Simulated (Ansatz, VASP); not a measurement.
# One calculation of BAs, two programs

INCAR

```
PREC = Accurate ; ENCUT = 520
EDIFF = 1E-8 ; ISMEAR = -1
SIGMA = 0.03 ; LREAL = F
LASPH = T ; NELM = 80
ALGO = Normal ; ISIF = 2
LWAVE = F ; LCHARG = F
GGA = PE ; LEFG = T
NBANDS = 11
```

KPOINTS

```
regular mesh
0
Gamma
  15 15 15
```

POSCAR

```
BAs
1.0
    0.0000000000      2.3885000000      2.3885000000
    2.3885000000      0.0000000000      2.3885000000
    2.3885000000      2.3885000000      0.0000000000
B As
1 1
Direct
    0.0000000000      0.0000000000      0.0000000000
    0.7500000000      0.7500000000      0.7500000000
```

Input for Ansatz:

```yaml
crystal:
  lattice:
    - [0.0, 2.3885, 2.3885]
    - [2.3885, 0.0, 2.3885]
    - [2.3885, 2.3885, 0.0]
  atoms:
    - { symbol: B, position: [0.0, 0.0, 0.0] }
    - { symbol: As, position: [0.75, 0.75, 0.75] }
kpoints:
  mp_grid: { grid: [15, 15, 15] }
  band_path:
    path:
      - [0.0, 0.0, 0.0]
      - [-0.5, -0.5, 0.0]
      - [-0.375, -0.375, 0.25]
      - [-0.375, 0.0, 0.375]
      - [0.0, 0.0, 0.0]
      - [0.0, 0.0, 0.5]
      - [-0.5, -0.25, 0.25]
      - [-0.5, -0.5, 0.0]
    npoints: 8
scf:
  occupations: { method: fermi_dirac, width: 0.03 }
hamiltonian:
  xc: pbe
  pseudopotentials: { kind: paw }
output:
  forces: true
  stress: true
  eigenvalues: true
  efg: { contact_densities: true }
  populations: true
  bader: true
  dos: { projected: true, de: 0.2, e_range: [-14, 8] }
```

Alike in both runs: task electric field gradients; functional PBE; k mesh 15 × 15 × 15; occupations fermi-dirac, width 0.03 eV; no spin polarisation.

|  | VASP | Ansatz |
| --- | --- | --- |
| version | VASP 6.6.1 | Ansatz 0.2.0 |
| potentials or method | VASP PAW PBE potentials, release 64 (B, As) | PAW with Ansatz's default frozen-core files, scalar-relativistic |
| plane-wave cutoff (eV) | 520 | 420 |
| valence electrons in the cell | 8 | 18 |

|  | VASP | Ansatz | Ansatz less VASP |
| --- | --- | --- | --- |
| gap on the k mesh at the Fermi level (eV) | 1.18 | 1.18 | +0.009 |
| pressure (GPa) | 3.4 | 2.8 | -0.66 |
| Vzz of the field gradient on the site that differs most (V/Å²) | 0.0 | 0.0 | 0.00 |

The functional is the same, so the differences come from potentials, cutoffs and numerics. The two sets of potentials don't hold the same shells in valence.

Caveats: an odd mesh through Γ misses points on the zone boundary, where band edges often lie. As with any semilocal functional, this PBE gap is likely too small.
